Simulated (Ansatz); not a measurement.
Wires are cut from relaxed bulk SiC (F-43m, 10.50 Å³/atom, gap on the mesh 1.37 eV); atoms and period are relaxed, and energies count from that bulk.

All numbers below come from DFT PBE, scalar-relativistic, plane waves, PAW in Ansatz.

Cutoff 420 eV, Gaussian smearing of 0.05 eV, energies at zero smearing, symmetry of each start kept, collinear spin where a moment is listed.

```json
{"start": "[111] wire, 18 host atoms a period*", "atoms": "18", "k mesh": "1×1×5", "excess energy (eV per host atom)": "1.313", "line energy (eV/Å)": "2.957", "period (Å)": "7.992", "gap on the mesh (eV)": "0.70", "size of the moment (μB per cell)": "0.00"}
{"start": "[111] wire, 20 host atoms a period*", "atoms": "20", "k mesh": "1×1×5", "excess energy (eV per host atom)": "1.236", "line energy (eV/Å)": "3.106", "period (Å)": "7.961", "gap on the mesh (eV)": "0.26", "size of the moment (μB per cell)": "2.00"}
```

* ends far from its start.

The gap is read on a mesh, which can miss the band edges, so it can be too wide.

Each run keeps its start's symmetry and one magnetic start, so lower states can exist.

Cost: 2 runs of about 120 core-minutes in all, on AMD EPYC 7R43 (Zen 3) (shared hosts).